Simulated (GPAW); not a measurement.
Input of a GPAW 26.7.0 run:

Contents of run.py:

```python
import numpy as np
from ase.dft.bandgap import bandgap
from ase.io import read, write
from ase.units import GPa
from gpaw import GPAW, PW
from gpaw.spinorbit import soc_eigenstates

atoms = read('POSCAR')

calc = GPAW(mode=PW(600),
            xc='LDA',
            kpts={'size': (6, 6, 6), 'gamma': True},
            occupations={'name': 'fermi-dirac', 'width': 0.05},
            nbands=19,
            convergence={'density': 1e-05, 'energy': 1e-05},
            maxiter=150,
            txt='gpaw.txt')
atoms.calc = calc
energy = atoms.get_potential_energy()
forces = atoms.get_forces()
stress = atoms.get_stress()
calc.write('gs.gpw')
write('result.traj', atoms)
print(f'Energy: {energy:.6f} eV')
print('Forces (eV/A):')
print(forces.round(4))
print('Stress (GPa):', (stress / GPa).round(3))
print('Fermi level:', round(calc.get_fermi_level(), 4), 'eV')
print(f'Gap: {bandgap(calc)[0]:.4f} eV, direct: {bandgap(calc, direct=True)[0]:.4f} eV')

path = atoms.cell.bandpath('GXWKGLUWLK,UX', npoints=100, eps=1e-4)
bs_calc = calc.fixed_density(kpts=path, symmetry='off', nbands=32,
                             convergence={'bands': 'CBM+6.0', 'eigenstates': 1e-6}, txt='bands.txt')
bs = bs_calc.band_structure()
bs.write('bs.json')
print(f'Gap on the path: {bandgap(bs_calc)[0]:.4f} eV')

soc = soc_eigenstates(bs_calc, theta=90, phi=45)
np.savetxt('soc_bands.dat', soc.eigenvalues(), fmt='%.4f')
mesh = soc_eigenstates('gs.gpw', theta=90, phi=45)
np.savetxt('soc_mesh.dat', mesh.eigenvalues(), fmt='%.4f')
print('Fermi level with spin-orbit coupling:', round(mesh.fermi_level, 4), 'eV')
```

Contents of POSCAR:

```
SnTe
1.0
    0.0000000000      3.1508500000      3.1508500000
    3.1508500000      0.0000000000      3.1508500000
    3.1508500000      3.1508500000      0.0000000000
Te Sn
1 1
Direct
    0.5000000000      0.5000000000      0.5000000000
    0.0000000000      0.0000000000      0.0000000000
```

Potentials or basis: the program's PAW data sets (release 1.2.1) made for this functional, pw.

Launch:

```console
$ OMP_NUM_THREADS=1 python run.py
```

Problem. Estimate the band gap along the path.

Solution. 0.25 eV, indirect (least direct gap 0.32 eV).

Problem. What does it give for the pressure?

Solution. -1.8 GPa.

Levels at the corners of the path, in eV from the valence-band top:
```
point  band 17  band 18  band 19  band 20  band 21  band 22  band 23  band 24
    Γ    -1.60    -1.60    -1.60    -1.60     2.83     2.83     3.80     3.80
    X    -3.78    -3.78    -3.27    -3.27     2.42     2.42     4.61     4.61
    W    -4.52    -4.52    -0.62    -0.62     0.99     0.99     4.71     4.71
    K    -3.12    -3.12    -2.44    -2.44     2.94     2.94     3.49     3.49
    Γ    -1.60    -1.60    -1.60    -1.60     2.83     2.83     3.80     3.80
    L    -1.26    -1.26     0.00     0.00     0.32     0.32     0.48     0.48
    U    -3.12    -3.12    -2.44    -2.44     2.94     2.94     3.49     3.49
    W    -4.52    -4.52    -0.62    -0.62     0.99     0.99     4.71     4.71
    L    -1.26    -1.26     0.00     0.00     0.32     0.32     0.48     0.48
    K    -3.12    -3.12    -2.44    -2.44     2.94     2.94     3.49     3.49
    U    -3.12    -3.12    -2.44    -2.44     2.94     2.94     3.49     3.49
    X    -3.78    -3.78    -3.27    -3.27     2.42     2.42     4.61     4.61
```

Caveat: spin-orbit coupling was added after a scalar SCF, so levels and gaps hold it while energy, forces, pressure and moments don't; this program's spin-orbit splittings come out too wide for heavy elements.

**What was measured.**

A printed reference work, textbook reports, for a bulk crystal of SnTe at 300 K: band gap 0.18 eV (direct).

Measured direct gap of SnTe: 0.18 eV (direct; 300 K; a printed reference work, textbook). This calculation gives 0.32 eV (+0.14 eV). The value is that of LDA, without temperature or zero-point motion.
